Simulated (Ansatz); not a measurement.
**Barium (fcc) across density functionals**

All rows: Ansatz, plane waves with scalar-relativistic PAW, 420 eV (500 eV for the SCAN forms), relaxed under each functional, no dispersion correction, no zero-point motion. B₀ comes from uniform scaling at fixed shape; a dash is a value not given.

```tsv
functional	V (Å³/atom)	cell	B₀ (GPa)	magnetic state	ΔE to bcc (meV/atom)
PBE	64.17	a = 6.355 Å	8	spin not included	17
r²SCAN	66.97	a = 6.446 Å	8	spin not included	34
PBEsol	58.50	a = 6.162 Å	8	spin not included	17
revPBE	68.01	a = 6.480 Å	8	spin not included	16
BLYP	67.18	a = 6.453 Å	8	spin not included	11
```

(1) What does RPBE give?

## Answers

(1) V (Å³/atom): 69.30; cell: a = 6.520 Å; B₀ (GPa): 7; magnetic state: spin not included; ΔE to bcc (meV/atom): 16.
